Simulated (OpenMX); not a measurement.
The system is Sb.

```
CELL_PARAMETERS angstrom
3.24126 0.00000 0.00000
-1.08042 3.05589 0.00000
-1.08042 -1.52794 2.64648
ATOMIC_POSITIONS crystal
Sb 0.00000 0.00000 0.00000
```

This isn't the form of Sb at room conditions, which is rhombohedral.

Base run:

| Quantity | Value |
| --- | --- |
| Program | OpenMX 3.8.5 |
| Functional | PBE |
| Dispersion | D3 |
| Potentials or basis | OpenMX 2013 PBE set, Sb7.0-s3p2d2, grid cutoff 500 Ry |
| k mesh | 7 × 7 × 7 |
| Occupations | fermi-dirac, width 0.05 eV |
| Spin | no spin polarisation |

Its results: band gap on the k mesh none (metal or under the smearing width); pressure 2.5 GPa.

Question: The run is repeated on the same cell with these changes: dispersion from D3 to D3(BJ). What comes out?

Answer: Band gap on the k mesh none (metal or under the smearing width); pressure 1.2 GPa.

Caveats: the basis of atomic orbitals isn't converged, which shifts pressures, moduli and gaps; pairwise dispersion overbinds metals, which lowers pressure and volume.
